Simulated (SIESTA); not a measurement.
Crystal: ZnS (Wurtzite-2H).

```
Zn S
1.0
     3.81100    0.00000    0.00000
    -1.90550    3.30042    0.00000
     0.00000    0.00000    6.23400
Zn S
2 2
Direct
  0.66667 0.33333 0.50000
  0.33333 0.66667 0.00000
  0.66667 0.33333 0.88500
  0.33333 0.66667 0.38500
```

Base run:

| Property | Result |
| --- | --- |
| Program | SIESTA 5.4.2 |
| Functional | PBEsol |
| Potentials or basis | PseudoDojo 0.4 standard (PBEsol files) |
| Basis | DZP (energy shift 0.003 Ry; two zetas on semicore shells) |
| Grid cutoff | 800 Ry |
| Energy shift | 0.003 Ry |
| k mesh | 8 × 8 × 5 |
| Occupations | fermi-dirac, width 0.05 eV |
| Spin | no spin polarisation |

Its results: band gap on the k mesh 2.48 eV, direct; pressure -0.6 GPa; largest force 0.346 eV/Å.

Problem. The run is repeated on the same cell with these changes: functional from PBEsol to AM05. What comes out?

Solution. Band gap on the k mesh 2.56 eV, direct; pressure -0.2 GPa; largest force 0.337 eV/Å.

Caveats: short orbitals over semicore shells can move pressures by several GPa; the valence orbitals were made in a potential fitted to the semicore shell under them, which widens gaps by tenths of an eV or more; the basis of atomic orbitals isn't converged, which shifts pressures, moduli and gaps; an odd mesh through Γ misses points on the zone boundary, where band edges often lie (some runs); the potentials were made for another functional, which shifts forces and pressure (some runs).

Not every run made on this cell is shown here.
